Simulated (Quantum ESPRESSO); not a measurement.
# TiC (Fm-3m) in Quantum ESPRESSO: equation of state

How stiff is TiC in PBE, and what volume does it want? The cell is scaled to several volumes.

Everything below comes from runs of Quantum ESPRESSO 7.5. Logs are shortened: lines on timing, memory, paths and dates and some standing lists are left out, and cuts for length are marked.

### 1 The structure

It takes space group Fm-3m (No. 225, cubic). The conventional cell has a = 4.331 Å, b = 4.331 Å, c = 4.331 Å, α = 90.00°, β = 90.00°, γ = 90.00°. Ti (site symmetry m-3m) has 6 C at 2.17 Å as nearest neighbours. Around C (site symmetry m-3m) lie 6 Ti at 2.17 Å.

The cell is a database's computed one.

### 2 Single point, PBE, 9.55 Å³/atom

pw.in reads:

```
&CONTROL
  calculation = 'scf'
  prefix = 'pwscf'
  outdir = './tmp'
  pseudo_dir = './pseudo'
  tprnfor = .true.
  tstress = .true.
  disk_io = 'nowf'
/
&SYSTEM
  ibrav = 0
  nat = 2
  ntyp = 2
  ecutwfc = 55
  ecutrho = 440
  nbnd = 14
  occupations = 'smearing'
  smearing = 'fd'
  degauss = 0.00367493
/
&ELECTRONS
  conv_thr = 4d-10
  electron_maxstep = 120
  mixing_beta = 0.5
/
ATOMIC_SPECIES
Ti    47.8670 ti_pbe_v1.4.uspp.F.UPF
C     12.0110 C.pbe-n-kjpaw_psl.1.0.0.UPF
CELL_PARAMETERS angstrom
   0.0000000000    2.1215080947    2.1215080947
   2.1215080947    0.0000000000    2.1215080947
   2.1215080947    2.1215080947    0.0000000000
ATOMIC_POSITIONS crystal
Ti     0.0000000000    0.0000000000    0.0000000000
C      0.5000000000    0.5000000000    0.5000000000
K_POINTS automatic
11 11 11 0 0 0
```

Potentials or basis: SSSP 1.3 efficiency PBE.

The run is started by

```console
$ OMP_NUM_THREADS=1 pw.x -in pw.in > pw.out
```

pw.out:

```text
This program is part of the open-source Quantum ESPRESSO suite
     for quantum simulation of materials; please cite
         "P. Giannozzi et al., J. Phys.:Condens. Matter 21 395502 (2009);
         "P. Giannozzi et al., J. Phys.:Condens. Matter 29 465901 (2017);
         "P. Giannozzi et al., J. Chem. Phys. 152 154105 (2020);
     in publications or presentations arising from this work. More details at

     file C.pbe-n-kjpaw_psl.1.0.0.UPF: wavefunction(s)  2S 2P renormalized
     Message from routine setup:
     using ibrav=0 with symmetry is DISCOURAGED, use correct ibrav instead

     G-vector sticks info
     --------------------
     sticks:   dense  smooth     PW     G-vecs:    dense   smooth      PW
     Sum         967     499    163                20107     7119    1291

     Using Slab Decomposition

     bravais-lattice index     =            0
     lattice parameter (alat)  =       5.6697  a.u.
     unit-cell volume          =     128.8726 (a.u.)^3
     number of atoms/cell      =            2
     number of atomic types    =            2
     number of electrons       =        16.00
     number of Kohn-Sham states=           14
     kinetic-energy cutoff     =      55.0000  Ry
     charge density cutoff     =     440.0000  Ry
     scf convergence threshold =      4.0E-10
     mixing beta               =       0.5000
     number of iterations used =            8  plain     mixing
     Exchange-correlation= SLA  PW   PBX  PBC
                           (   1   4   3   4   0   0   0)

     celldm(1)=   5.669680  celldm(2)=   0.000000  celldm(3)=   0.000000
     celldm(4)=   0.000000  celldm(5)=   0.000000  celldm(6)=   0.000000

     crystal axes: (cart. coord. in units of alat)
               a(1) = (   0.000000   0.707107   0.707107 )
               a(2) = (   0.707107   0.000000   0.707107 )
               a(3) = (   0.707107   0.707107   0.000000 )

     reciprocal axes: (cart. coord. in units 2 pi/alat)
               b(1) = ( -0.707107  0.707107  0.707107 )
               b(2) = (  0.707107 -0.707107  0.707107 )
               b(3) = (  0.707107  0.707107 -0.707107 )

     PseudoPot. # 1 for Ti read from file:
     ti_pbe_v1.4.uspp.F.UPF
     Pseudo is Ultrasoft + core correction, Zval = 12.0
     Generated by new atomic code, or converted to UPF format
     Using radial grid of  851 points,  6 beta functions with:
                l(1) =   0
                l(2) =   0
                l(3) =   1
                l(4) =   1
                l(5) =   2
                l(6) =   2
     Q(r) pseudized with  6 coefficients,  rinner =    1.000   1.000   1.000
                                                       1.000   1.000

     PseudoPot. # 2 for C  read from file:
     C.pbe-n-kjpaw_psl.1.0.0.UPF
     Pseudo is Projector augmented-wave + core cor, Zval =  4.0
     Generated using "atomic" code by A. Dal Corso  v.5.1
     Shape of augmentation charge: PSQ
     Using radial grid of 1073 points,  4 beta functions with:
                l(1) =   0
                l(2) =   0
                l(3) =   1
                l(4) =   1
     Q(r) pseudized with 0 coefficients

     atomic species   valence    mass     pseudopotential
     Ti               12.00    47.86700     Ti( 1.00)
     C                 4.00    12.01100     C ( 1.00)

     48 Sym. Ops., with inversion, found

   Cartesian axes

     site n.     atom                  positions (alat units)
         1        Ti     tau(   1) = (   0.0000000   0.0000000   0.0000000  )
         2        C      tau(   2) = (   0.7071068   0.7071068   0.7071068  )

     number of k points=    56  Fermi-Dirac smearing, width (Ry)=  0.0037
                       cart. coord. in units 2pi/alat
        k(    1) = (   0.0000000   0.0000000   0.0000000), wk =   0.0015026
        k(    2) = (   0.0642824   0.0642824  -0.0642824), wk =   0.0120210
        k(    3) = (   0.1285649   0.1285649  -0.1285649), wk =   0.0120210
        k(    4) = (   0.1928473   0.1928473  -0.1928473), wk =   0.0120210
        k(    5) = (   0.2571297   0.2571297  -0.2571297), wk =   0.0120210
        k(    6) = (   0.3214122   0.3214122  -0.3214122), wk =   0.0120210
[... 48 lines left out ...]
        k(   55) = (  -0.0642824  -0.4499770   0.7071068), wk =   0.0360631
        k(   56) = (   0.0000000  -0.3856946   0.6428243), wk =   0.0360631

     Dense  grid:    20107 G-vectors     FFT dimensions: (  40,  40,  40)

     Smooth grid:     7119 G-vectors     FFT dimensions: (  27,  27,  27)

     Check: negative core charge=   -0.000005

     Initial potential from superposition of free atoms

     starting charge      14.9999, renormalised to      16.0000

     negative rho (up, down):  1.319E-03 0.000E+00
     Starting wfcs are   14 randomized atomic wfcs

     Self-consistent Calculation

     iteration #  1     ecut=    55.00 Ry     beta= 0.50
     Davidson diagonalization with overlap
     ethr =  1.00E-02,  avg # of iterations =  3.9

     negative rho (up, down):  2.146E-03 0.000E+00

     total energy              =    -137.38592636 Ry
     estimated scf accuracy    <       1.03332699 Ry

     iteration #  2     ecut=    55.00 Ry     beta= 0.50
     Davidson diagonalization with overlap
     ethr =  6.46E-03,  avg # of iterations =  2.0
[... 87 lines left out ...]
     iteration # 12     ecut=    55.00 Ry     beta= 0.50
     Davidson diagonalization with overlap
     ethr =  7.71E-12,  avg # of iterations =  1.0

     negative rho (up, down):  7.140E-04 0.000E+00

     End of self-consistent calculation

          k = 0.0000 0.0000 0.0000 (   893 PWs)   bands (ev):

   -40.5707 -16.5693 -16.5693 -16.5693   3.1247  16.5276  16.5276  16.5276
    17.5629  17.5629  17.5629  17.6716  17.6716  27.2283

          k = 0.0643 0.0643-0.0643 (   902 PWs)   bands (ev):

   -40.5630 -16.6212 -16.5739 -16.5739   3.3265  15.6617  15.9595  15.9595
    16.8877  16.8877  18.0099  19.2126  19.2126  27.5366

          k = 0.1286 0.1286-0.1286 (   911 PWs)   bands (ev):
[... 96 lines left out ...]
   -40.4668 -17.0974 -16.7656 -16.6419   6.4343  10.6186  12.8086  12.9759
    18.5757  18.9671  19.9609  22.3926  24.2482  26.6486

          k =-0.0643-0.3214 0.3214 (   893 PWs)   bands (ev):

   -40.4834 -17.0148 -16.7523 -16.6150   5.7720  11.3792  13.1016  13.1882
    17.9789  19.0409  19.8914  21.3923  24.3304  27.4125

          k = 0.0000-0.2571 0.2571 (   889 PWs)   bands (ev):

   -40.5064 -16.9132 -16.7036 -16.5926   4.9786  12.4043  13.4879  13.7505
    17.4627  18.6993  19.6250  20.5767  23.6056  28.2841

          k = 0.3857 0.0000-0.0000 (   886 PWs)   bands (ev):

   -40.4972 -16.8965 -16.6894 -16.6894   4.8882  11.9934  14.9346  15.3891
    15.3891  18.2744  19.9731  19.9731  22.6419  29.9838

          k = 0.4500 0.0643-0.0643 (   887 PWs)   bands (ev):
[... 36 lines left out ...]
   -40.4447 -17.0639 -16.8503 -16.7459   5.7965  12.1833  12.9418  14.5313
    16.7395  19.4151  19.8525  20.6721  22.2275  29.3940

          k =-0.0000-0.5143 0.5143 (   890 PWs)   bands (ev):

   -40.4454 -17.0050 -16.9363 -16.7173   6.1222  11.9497  12.3979  13.8339
    17.6037  19.1494  20.0211  21.8317  22.0375  29.1296

          k = 0.6428-0.0000 0.0000 (   894 PWs)   bands (ev):

   -40.4443 -17.1064 -16.7751 -16.7751   5.4427  12.2477  14.0414  15.7843
    15.7843  18.7455  19.7045  19.7045  22.3499  28.5751

          k =-0.0000-0.6428 0.6428 (   888 PWs)   bands (ev):

   -40.4417 -17.1029 -16.8022 -16.7715   5.5349  12.3406  13.6530  15.3728
    16.0940  19.3769  19.5947  19.7052  22.1978  28.8077

          k = 0.2571 0.1286 0.0000 (   895 PWs)   bands (ev):

   -40.5259 -16.8087 -16.6506 -16.6007   4.3311  13.0709  14.5334  14.5939
    16.7146  18.1378  19.3732  19.9643  22.3005  28.7130

          k = 0.3214 0.1928-0.0643 (   884 PWs)   bands (ev):

   -40.5017 -16.9379 -16.6906 -16.6156   5.0773  12.0944  13.5942  13.9403
    17.2167  18.6427  19.6648  20.9458  23.4278  28.2827

          k = 0.3857 0.2571-0.1286 (   888 PWs)   bands (ev):
[... 26 lines left out ...]
   -40.4552 -17.0778 -16.8243 -16.6874   6.4385  10.9390  12.6402  13.2224
    18.5843  18.8122  19.9320  22.4164  23.0988  27.6834

          k =-0.0643-0.3214 0.4500 (   888 PWs)   bands (ev):

   -40.4635 -17.0441 -16.8225 -16.6625   6.2365  11.0603  12.8170  13.1745
    18.2258  19.1545  20.0113  21.5269  23.8452  27.8888

          k = 0.0000-0.2571 0.3857 (   888 PWs)   bands (ev):

   -40.4809 -16.9934 -16.7728 -16.6343   5.6994  11.4972  13.2529  13.3454
    17.6598  19.1840  20.0175  20.8843  23.9852  28.3852

          k = 0.5143 0.1286 0.0000 (   881 PWs)   bands (ev):

   -40.4623 -17.0321 -16.7685 -16.7317   5.5617  11.7471  13.6962  14.6094
    16.4602  19.1463  19.9759  20.2196  22.9489  29.7488

          k =-0.1286-0.5143 0.6428 (   889 PWs)   bands (ev):

   -40.4504 -17.0502 -16.8265 -16.7439   5.8659  11.8744  13.0536  14.0479
    17.1611  19.4023  19.8631  20.7326  22.6149  29.6284

          k =-0.0643-0.4500 0.5785 (   889 PWs)   bands (ev):

   -40.4462 -17.0204 -16.9023 -16.7307   6.1501  11.8390  12.5326  13.6119
    17.8873  19.1335  19.9032  21.8560  22.0303  29.1875

          k = 0.0000-0.3857 0.5143 (   889 PWs)   bands (ev):

   -40.4511 -16.9964 -16.9245 -16.6987   6.3138  11.3840  12.5681  13.2973
    18.6595  18.6908  20.0693  21.4574  23.0403  28.7458

          k =-0.0643-0.5785 0.7071 (   886 PWs)   bands (ev):

   -40.4441 -17.0835 -16.8020 -16.7762   5.6226  12.2342  13.5144  14.7256
    16.5906  19.4984  19.7068  19.8452  22.2954  29.2014

          k =-0.0000-0.5143 0.6428 (   885 PWs)   bands (ev):
[... 11 lines left out ...]
   -40.4484 -17.0180 -16.8871 -16.7340   6.2229  11.6431  12.6547  13.3027
    18.3954  18.9620  19.8595  21.5566  22.4836  29.1542

          k =-0.0643-0.4500 0.7071 (   893 PWs)   bands (ev):

   -40.4435 -17.0218 -16.8739 -16.7767   6.0017  12.2173  12.8694  13.4150
    17.9209  19.3448  19.7161  20.8742  22.0808  30.3795

          k = 0.0000-0.3857 0.6428 (   884 PWs)   bands (ev):

   -40.4427 -16.9674 -16.9400 -16.7723   6.1373  12.3125  12.4960  13.2022
    18.5120  18.9721  19.7417  21.5705  21.6189  30.0571

     the Fermi energy is    15.8811 ev

!    total energy              =    -137.81183086 Ry
     estimated scf accuracy    <          8.6E-12 Ry
     smearing contrib. (-TS)   =      -0.00017941 Ry
     internal energy E=F+TS    =    -137.81165144 Ry

     The total energy is F=E-TS. E is the sum of the following terms:
     one-electron contribution =     -26.34070729 Ry
     hartree contribution      =      22.04791588 Ry
     xc contribution           =     -22.80600881 Ry
     ewald contribution        =    -104.53701749 Ry
     one-center paw contrib.   =      -6.17583374 Ry

     convergence has been achieved in  12 iterations

     negative rho (up, down):  7.140E-04 0.000E+00

     Forces acting on atoms (cartesian axes, Ry/au):

     atom    1 type  1   force =    -0.00000000    0.00000000    0.00000000
     atom    2 type  2   force =     0.00000000   -0.00000000   -0.00000000

     Total force =     0.000000     Total SCF correction =     0.000000

     Computing stress (Cartesian axis) and pressure

     negative rho (up, down):  7.140E-04 0.000E+00
          total   stress  (Ry/bohr**3)                   (kbar)     P=      178.85
   0.00121582   0.00000000   0.00000000          178.85        0.00        0.00
   0.00000000   0.00121582   0.00000000            0.00      178.85        0.00
   0.00000000   0.00000000   0.00121582            0.00        0.00      178.85

=------------------------------------------------------------------------------=
   JOB DONE.
=------------------------------------------------------------------------------=
```

Run time: 14 s. Hardware: 1 thread of Arm Neoverse V2, shared host; peak memory 0.11 GiB.

What came out:

* Free energy: -1875.0255 eV
* Pressure: 17.9 GPa
* Band gap on the k mesh: none (metal or under the smearing width)

### 3 Single point, PBE, 9.75 Å³/atom

pw.in, as its differences from that of step 2:

```diff
@@ -29,5 +29,5 @@
 CELL_PARAMETERS angstrom
-   0.0000000000    2.1215080947    2.1215080947
-   2.1215080947    0.0000000000    2.1215080947
-   2.1215080947    2.1215080947    0.0000000000
+   0.0000000000    2.1364487848    2.1364487848
+   2.1364487848    0.0000000000    2.1364487848
+   2.1364487848    2.1364487848    0.0000000000
 ATOMIC_POSITIONS crystal
```

Potentials or basis: SSSP 1.3 efficiency PBE.

The run is started by

```console
$ OMP_NUM_THREADS=1 pw.x -in pw.in > pw.out
```

Wall time 14 s (1 thread of Arm Neoverse V2, shared host); peak memory 0.11 GiB.

It converged, with:

* Free energy: -1875.0627 eV
* Pressure: 11.4 GPa
* Band gap on the k mesh: none (metal or under the smearing width)

### 4 Single point, PBE, 9.95 Å³/atom

pw.in, as its differences from that of step 3:

```diff
@@ -29,5 +29,5 @@
 CELL_PARAMETERS angstrom
-   0.0000000000    2.1364487848    2.1364487848
-   2.1364487848    0.0000000000    2.1364487848
-   2.1364487848    2.1364487848    0.0000000000
+   0.0000000000    2.1511833799    2.1511833799
+   2.1511833799    0.0000000000    2.1511833799
+   2.1511833799    2.1511833799    0.0000000000
 ATOMIC_POSITIONS crystal
```

The run is started by

```console
$ OMP_NUM_THREADS=1 pw.x -in pw.in > pw.out
```

Wall time 14 s (1 thread of Arm Neoverse V2, shared host); peak memory 0.12 GiB.

It converged, with:

* Free energy: -1875.0842 eV
* Pressure: 5.5 GPa
* Band gap on the k mesh: none (metal or under the smearing width)

### 5 Single point, PBE, 10.16 Å³/atom

pw.in, as its differences from that of step 4:

```diff
@@ -29,5 +29,5 @@
 CELL_PARAMETERS angstrom
-   0.0000000000    2.1511833799    2.1511833799
-   2.1511833799    0.0000000000    2.1511833799
-   2.1511833799    2.1511833799    0.0000000000
+   0.0000000000    2.1657188437    2.1657188437
+   2.1657188437    0.0000000000    2.1657188437
+   2.1657188437    2.1657188437    0.0000000000
 ATOMIC_POSITIONS crystal
```

The run is started by

```console
$ OMP_NUM_THREADS=1 pw.x -in pw.in > pw.out
```

It took 15 s on 1 thread of Arm Neoverse V2, shared host; peak memory 0.12 GiB.

Results (log left out):

```yaml
Free_energy: -1875.0916 eV
Pressure: 0.2 GPa
Band_gap_on_the_k_mesh: none (metal or under the smearing width)
```

### 6 Single point, PBE, 10.36 Å³/atom

pw.in, as its differences from that of step 5:

```diff
@@ -29,5 +29,5 @@
 CELL_PARAMETERS angstrom
-   0.0000000000    2.1657188437    2.1657188437
-   2.1657188437    0.0000000000    2.1657188437
-   2.1657188437    2.1657188437    0.0000000000
+   0.0000000000    2.1800617706    2.1800617706
+   2.1800617706    0.0000000000    2.1800617706
+   2.1800617706    2.1800617706    0.0000000000
 ATOMIC_POSITIONS crystal
```

Potentials or basis: SSSP 1.3 efficiency PBE.

The run is started by

```console
$ OMP_NUM_THREADS=1 pw.x -in pw.in > pw.out
```

Wall time 17 s (1 thread of Arm Neoverse V2, shared host); peak memory 0.12 GiB.

It converged, with:

```
Free energy            : -1875.0862 eV
Pressure               : -4.6 GPa
Band gap on the k mesh : none (metal or under the smearing width)
```

### 7 Single point, PBE, 10.56 Å³/atom

pw.in, as its differences from that of step 6:

```diff
@@ -29,5 +29,5 @@
 CELL_PARAMETERS angstrom
-   0.0000000000    2.1800617706    2.1800617706
-   2.1800617706    0.0000000000    2.1800617706
-   2.1800617706    2.1800617706    0.0000000000
+   0.0000000000    2.1942184125    2.1942184125
+   2.1942184125    0.0000000000    2.1942184125
+   2.1942184125    2.1942184125    0.0000000000
 ATOMIC_POSITIONS crystal
```

The run is started by

```console
$ OMP_NUM_THREADS=1 pw.x -in pw.in > pw.out
```

It took 15 s on 1 thread of Arm Neoverse V2, shared host; peak memory 0.12 GiB.

Results (log left out):

| Item | Value |
| --- | --- |
| Free energy | -1875.0692 eV |
| Pressure | -8.9 GPa |
| Band gap on the k mesh | none (metal or under the smearing width) |

### 8 Single point, PBE, 10.77 Å³/atom

pw.in, as its differences from that of step 7:

```diff
@@ -29,5 +29,5 @@
 CELL_PARAMETERS angstrom
-   0.0000000000    2.1942184125    2.1942184125
-   2.1942184125    0.0000000000    2.1942184125
-   2.1942184125    2.1942184125    0.0000000000
+   0.0000000000    2.2081947028    2.2081947028
+   2.2081947028    0.0000000000    2.2081947028
+   2.2081947028    2.2081947028    0.0000000000
 ATOMIC_POSITIONS crystal
```

The run is started by

```console
$ OMP_NUM_THREADS=1 pw.x -in pw.in > pw.out
```

It took 19 s on 1 thread of Arm Neoverse V2, shared host; peak memory 0.12 GiB.

It converged, with:

```yaml
Free_energy: -1875.0418 eV
Pressure: -12.8 GPa
Band_gap_on_the_k_mesh: none (metal or under the smearing width)
```

### 9 Equation of state, PBE

Potentials or basis: SSSP 1.3 efficiency PBE.

This step only gathers the single runs of the series.

Results:

| Item | Value |
| --- | --- |
| Equilibrium volume | 10.17 Å³/atom |
| Bulk modulus | 251 GPa |
| Pressure derivative of the bulk modulus | 4.0 |

Energy against volume, from the lowest point:
```tsv
volume (Å³/atom)	energy (meV/atom)
9.548	33.07
9.752	14.47
9.955	3.69
10.158	0.00
10.361	2.71
10.564	11.20
10.767	24.93
```
